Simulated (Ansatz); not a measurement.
## Ge: zone-centre modes

Level of theory: DFT PBEsol, scalar-relativistic, plane waves, PAW (Ansatz). Cutoff 420 eV, Γ-centred 12×12×8 k-points, Gaussian smearing of 0.15 eV. No spin polarisation.

The starting cell (relaxed at this level; this form isn't the usual structure):

```
Ge
1.0
     3.99697    0.00000    0.00000
    -1.99848    3.46148    0.00000
     0.00000    0.00000    6.59637
Ge
4
Direct
  0.66667 0.33333 0.06291
  0.33333 0.66667 0.56291
  0.66667 0.33333 0.43709
  0.33333 0.66667 0.93709
```

Harmonic modes by finite displacements of 0.02 Å, without the LO–TO term.

(1) At this geometry, is the structure stable against these modes?

(2) List the wavenumbers in cm⁻¹.

Answers

(1) Yes: no mode is imaginary beyond 10 cm⁻¹, and only the three translations lie near zero.

(2) 0, 0, 0, 51, 51, 211, 235, 272, 272, 286, 286, 286.

Cost: 1 run of about 2.2 core-minutes, on AMD EPYC 7R43 (Zen 3) (shared hosts).